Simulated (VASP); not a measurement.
# TiC (Fm-3m) in VASP: notebook

Runs on TiC. Level: PBE. Tasks: relaxation of cell and atoms.

Everything below comes from runs of VASP 6.6.1. Logs are shortened: lines on timing, memory, paths and dates and some standing lists are left out, and cuts for length are marked.

### 1 The structure

Symmetry: Fm-3m, No. 225, cubic system. Conventional cell: a = 4.319 Å, b = 4.319 Å, c = 4.319 Å, α = 90.00°, β = 90.00°, γ = 90.00°. Ti (site symmetry m-3m) is surrounded by 6 C at 2.16 Å. C (site symmetry m-3m) has 6 Ti at 2.16 Å as nearest neighbours.

### 2 Relaxation of cell and atoms, PBE

Contents of INCAR:

```
PREC     = Accurate       # precision mode
ENCUT    = 520            # plane-wave cutoff, eV
EDIFF    = 1E-6           # SCF threshold, eV
ISMEAR   = 0              # smearing method
SIGMA    = 0.1            # smearing width, eV
LREAL    = F              # projectors in reciprocal space
LASPH    = T              # aspherical terms in the spheres
NELM     = 120            # most SCF steps
ALGO     = Normal         # electronic algorithm
ISIF     = 3              # what is computed and relaxed
LWAVE    = F              # write WAVECAR
LCHARG   = F              # write CHGCAR
GGA      = PE             # functional
IBRION   = 2              # ionic algorithm
NSW      = 90             # ionic steps
EDIFFG   = -0.01          # ionic threshold
```

Contents of KPOINTS:

```
regular mesh
0
Gamma
  17 17 17
```

Contents of POSCAR:

```
TiC
1.0
    0.0000000000      2.1593000000      2.1593000000
    2.1593000000      0.0000000000      2.1593000000
    2.1593000000      2.1593000000      0.0000000000
Ti C
1 1
Direct
    0.0000000000      0.0000000000      0.0000000000
    0.5000000000      0.5000000000      0.5000000000
```

Potentials or basis: VASP PAW PBE potentials, release 64 (Ti_sv, C).

Launch:

```bash
> cat potpaw_PBE.64/Ti_sv/POTCAR potpaw_PBE.64/C/POTCAR > POTCAR
> mpirun -np 1 vasp_std > vasp.out
```

OUTCAR:

```text
PREC = Accurate
   ENCUT = 520
   EDIFF = 1E-6
   ISMEAR = 0
   LREAL = F
   LASPH = T
   NELM = 120
   ISIF = 3
   GGA = PE
   IBRION = 2
   NSW = 90
   EDIFFG = -0.01

 ion  position               nearest neighbor table
   1  0.000  0.000  0.000-   2 2.16   2 2.16   2 2.16   2 2.16   2 2.16   2 2.16
   2  0.500  0.500  0.500-   1 2.16   1 2.16   1 2.16   1 2.16   1 2.16   1 2.16

  LATTYP: Found a face centered cubic cell.
 ALAT       =     4.3186000000

  Lattice vectors:

 A1 = (   0.0000000000,   2.1593000000,   2.1593000000)
 A2 = (   2.1593000000,   0.0000000000,   2.1593000000)
 A3 = (   2.1593000000,   2.1593000000,   0.0000000000)

Analysis of symmetry for initial positions (statically):
=====================================================================
 Subroutine PRICEL returns:
 Original cell was already a primitive cell.

 Routine SETGRP: Setting up the symmetry group for a
 face centered cubic supercell.

 Subroutine GETGRP returns: Found 48 space group operations
 (whereof 48 operations were pure point group operations)
 out of a pool of 48 trial point group operations.

The static configuration has the point symmetry O_h .

Analysis of symmetry for dynamics (positions and initial velocities):
=====================================================================
 Subroutine PRICEL returns:
 Original cell was already a primitive cell.

 Routine SETGRP: Setting up the symmetry group for a
 face centered cubic supercell.

 Subroutine GETGRP returns: Found 48 space group operations
 (whereof 48 operations were pure point group operations)
 out of a pool of 48 trial point group operations.

The dynamic configuration has the point symmetry O_h .

 Subroutine INISYM returns: Found 48 space group operations
 (whereof 48 operations are pure point group operations),
 and found     1 'primitive' translations

----------------------------------------------------------------------------------------

                                     Primitive cell

  volume of cell :      20.1358

  direct lattice vectors                    reciprocal lattice vectors
     0.000000000  2.159300000  2.159300000    -0.231556523  0.231556523  0.231556523
     2.159300000  0.000000000  2.159300000     0.231556523 -0.231556523  0.231556523
     2.159300000  2.159300000  0.000000000     0.231556523  0.231556523 -0.231556523

  length of vectors
     3.053711345  3.053711345  3.053711345     0.401067663  0.401067663  0.401067663

  position of ions in fractional coordinates (direct lattice)
     0.000000000  0.000000000  0.000000000
     0.500000000  0.500000000  0.500000000

  ion indices of the primitive-cell ions
   primitive index   ion index
                 1           1
                 2           2

----------------------------------------------------------------------------------------

 KPOINTS: regular mesh

Automatic generation of k-mesh.
 Grid dimensions read from file:
 generate k-points for:   17   17   17

 Generating k-lattice:

  Cartesian coordinates                     Fractional coordinates (reciprocal lattice)
    -0.013620972  0.013620972  0.013620972     0.058823529  0.000000000  0.000000000
     0.013620972 -0.013620972  0.013620972     0.000000000  0.058823529  0.000000000
     0.013620972  0.013620972 -0.013620972     0.000000000  0.000000000  0.058823529

  Length of vectors
     0.023592215  0.023592215  0.023592215

  Shift w.r.t. Gamma in fractional coordinates (k-lattice)
     0.000000000  0.000000000  0.000000000

 Subroutine IBZKPT returns following result:
 ===========================================

 Found    165 irreducible k-points:

 Following reciprocal coordinates:
            Coordinates               Weight
  0.000000  0.000000  0.000000      1.000000
  0.058824  0.000000  0.000000      8.000000
  0.117647  0.000000  0.000000      8.000000
  0.176471  0.000000  0.000000      8.000000
  0.235294  0.000000  0.000000      8.000000
  0.294118  0.000000  0.000000      8.000000
[... 16 lines left out ...]
 -0.176471  0.058824  0.000000     24.000000
 -0.117647  0.058824  0.000000     24.000000
 [... further k-points ...]
   k-points           NKPTS =    165   k-points in BZ     NKDIM =    165   number of bands    NBANDS=     12
   number of dos      NEDOS =    301   number of ions     NIONS =      2
   total plane-waves  NPLWV =  13824
   dimension x,y,z NGX =    24 NGY =   24 NGZ =   24
   dimension x,y,z NGXF=    48 NGYF=   48 NGZF=   48
   ions per type =               1   1
   NGX,Y,Z   is equivalent  to a cutoff of  13.07, 13.07, 13.07 a.u.
   NGXF,Y,Z  is equivalent  to a cutoff of  26.13, 26.13, 26.13 a.u.
 SYSTEM =  unknown system
   PREC   = accura    normal or accurate (medium, high low for compatibility)
   ISTART =      0    job   : 0-new  1-cont  2-samecut
   ICHARG =      2    charge: 1-file 2-atom 10-const
   ISPIN  =      1    spin polarized calculation?
   LNONCOLLINEAR =      F non collinear calculations
   LSORBIT =      F    spin-orbit coupling
   LASPH  =      T    aspherical Exc in radial PAW
   ENCUT  =  520.0 eV  38.22 Ry    6.18 a.u.   5.68  5.68  5.68*2*pi/ulx,y,z
   NELM   =    120;   NELMIN=  2; NELMDL= -5     # of ELM steps
   EDIFF  = 0.1E-05   stopping-criterion for ELM
   LREAL  =      F    real-space projection
   EDIFFG = -.1E-01   stopping-criterion for IOM
   NSW    =     90    number of steps for IOM
   IBRION =      2    ionic relax: 0-MD 1-quasi-New 2-CG
   NFREE  =      1    steps in history (QN), initial steepest desc. (CG)
   ISIF   =      3    stress and relaxation
   ISYM   =      2    0-nonsym 1-usesym 2-fastsym
   POTIM  = 0.5000    time-step for ionic-motion
   TEBEG  =    0.0;   TEEND  =   0.0 temperature during run
   PSTRESS=    0.0 pullay stress
   NELECT =      16.0000    total number of electrons
   NUPDOWN=      -1.0000    fix difference up-down
   EMIN   =  10.00;   EMAX   =-10.00  energy-range for DOS
   EFERMI =   0.00;   METHOD = LEGACY
   ISMEAR =     0;   SIGMA  =   0.10  broadening in eV -4-tet -1-fermi 0-gaus
   EFERMI_NEDOS =   21; number of points for ismear=-14 and -15
   IALGO  =     38    algorithm
   IMIX   =      4    mixing-type and parameters
     AMIX     =   0.40;   BMIX     =  1.00
     AMIX_MAG =   1.60;   BMIX_MAG =  1.00
  volume/ion in A,a.u.               =      10.07        67.94
  Fermi-wavevector in a.u.,A,eV,Ry     =   1.516323  2.865436 31.283015  2.299237
  Thomas-Fermi vector in A             =   2.625728
   LORBIT       =      0    0 simple, 1 ext, 2 COOP (PROOUT), +10 PAW based schemes
   GGA     = PE    functional components
   LHFCALC =     F    Hartree Fock is set to
   AEXX    =    0.0000 exact exchange contribution
   IVDW    =     0    specifies the selected vdW correction
   LEPSILON=     F    determine dielectric tensor
   LRPA    =     F    only Hartree local field effects (RPA)
 conjugate gradient relaxation of ions
 non-spin polarized calculation
 Gauss-broadening in eV      SIGMA  =   0.10
  energy-cutoff  :      520.00
  volume of cell :       20.14
 maximum number of plane-waves:       556
   NGX = 11   NGY = 11   NGZ = 11

--------------------------------------- Ionic step        1  -------------------------------------------

 number of electron      16.0000002 magnetization

 Free energy of the ion-electron system (eV)
  ---------------------------------------------------
  ext. energy  EPLUGINS =         0.00000000
  ---------------------------------------------------
  free energy    TOTEN  =       -18.70779808 eV

  energy without entropy =      -18.70603403  energy(sigma->0) =      -18.70691605

------------------------ aborting loop because EDIFF is reached ----------------------------------------

  FORCE on cell =-STRESS in cart. coord.  units (eV):
  Direction    XX          YY          ZZ          XY          YZ          ZX
  --------------------------------------------------------------------------------------
  -------------------------------------------------------------------------------------
  Total        0.3453194      0.3453194      0.3453194      0.0000000      0.0000000     -0.0000000
  in kB       27.4765795     27.4765795     27.4765795      0.0000000      0.0000000     -0.0000000
  external PRESSURE =      27.4765795 kB  Pullay stress =       0.0000000 kB
[... 57 lines left out ...]
  energy  without entropy=      -18.7047721298  energy(sigma->0) =      -18.70567294

--------------------------------------- Ionic step        3  -------------------------------------------

 number of electron      16.0000000 magnetization

 Free energy of the ion-electron system (eV)
  ---------------------------------------------------
  ext. energy  EPLUGINS =         0.00000000
  ---------------------------------------------------
  free energy    TOTEN  =       -18.70967003 eV

  energy without entropy =      -18.70788889  energy(sigma->0) =      -18.70877946

 E-fermi :   9.3923     XC(G=0): -12.6883

 val. band max:        9.3702783104   @ k =   0.2941   0.2353   0.0000
 cond. band min:       9.4260445500   @ k =  -0.0588   0.0588   0.0000
 fundamental gap:      0.0557662395
 Fermi energy:         9.3923251358

 k-point     1 :       0.0000    0.0000    0.0000
  band No.  band energies     occupation
      1     -47.2050      2.00000
      2     -23.2301      2.00000
      3     -23.2301      2.00000
      4     -23.2301      2.00000
      5      -2.9974      2.00000
      6      10.0826      0.00000
      7      10.0826      0.00000
      8      10.0826      0.00000
      9      11.0656      0.00000
     10      11.0656      0.00000
     11      11.0656      0.00000
     12      11.0984      0.00000
[... 331 lines left out ...]
 k-point    24 :      -0.1176    0.0588    0.0000
  band No.  band energies     occupation
      1     -47.1905      2.00000
      2     -23.3256      2.00000
      3     -23.2525      2.00000
      4     -23.2340      2.00000
      5      -2.5163      2.00000
      6       8.4247      2.00000
      7       8.7168      2.00000
      8       8.9056      2.00000
      9      10.3573      0.00000
     10      10.8854      0.00000
     11      11.8853      0.00000
     12      12.8867      0.00000

 [... further k-points ...]
[... 5 lines left out ...]
  --------------------------------------------------------------------------------------
  -------------------------------------------------------------------------------------
  Total       -0.0015184     -0.0015184     -0.0015184      0.0000000      0.0000000      0.0000000
  in kB       -0.1195208     -0.1195208     -0.1195208      0.0000000      0.0000000      0.0000000
  external PRESSURE =      -0.1195208 kB  Pullay stress =       0.0000000 kB
[... 17 lines left out ...]
  FREE ENERGIE OF THE ION-ELECTRON SYSTEM (eV)
  ---------------------------------------------------
  free  energy   TOTEN  =       -18.7096700273 eV

  energy  without entropy=      -18.7078888909  energy(sigma->0) =      -18.70877946

 reached required accuracy - stopping structural energy minimisation
```

Wall time 28 s (1 thread of Intel Xeon 6975P-C (Granite Rapids), shared host); peak memory 0.18 GiB.

What came out:

| Item | Value |
| --- | --- |
| Free energy | -18.7097 eV |
| Relaxed volume | 10.18 Å³/atom |
| Relaxed cell | a = 3.065 Å, b = 3.065 Å, c = 3.065 Å, α = 60.00°, β = 60.00°, γ = 60.00° |
| Space group after relaxing (to 0.05 Å) | Fm-3m (No. 225) |
| Energy gained by relaxing | 0.9 meV/atom |
| Ionic steps | 3 |
| Pressure after relaxing | 0.0 GPa |
| Band gap on the k mesh | none (metal or under the smearing width) |

The path:
| step | energy change (eV) | largest force (eV/Å) | pressure (GPa) | volume (Å³) |
| --- | --- | --- | --- | --- |
| 1 | 0.0000 | 0.0000 | 2.75 | 20.14 |
| 2 | 0.0012 | 0.0000 | -3.32 | 20.64 |
| 3 | -0.0019 | 0.0000 | -0.01 | 20.35 |

Final structure:
```cif
data_structure
_symmetry_space_group_name_H-M 'P 1'
_symmetry_Int_Tables_number 1
_cell_length_a 3.0647
_cell_length_b 3.0647
_cell_length_c 3.0647
_cell_angle_alpha 60.000
_cell_angle_beta 60.000
_cell_angle_gamma 60.000
_cell_volume 20.35
loop_
_atom_site_label
_atom_site_type_symbol
_atom_site_fract_x
_atom_site_fract_y
_atom_site_fract_z
_atom_site_occupancy
Ti1 Ti 0.00000 0.00000 0.00000 1
C1 C 0.50000 0.50000 0.50000 1
```

Levels at points of the mesh, in eV from the Fermi level:
```csv
k point,band 5,band 6,band 7,band 8,band 9,band 10,band 11,band 12
"(0.00, 0.00, 0.00)",-12.39,0.69,0.69,0.69,1.67,1.67,1.67,1.71
```

(Continued in part 2 of 2.)
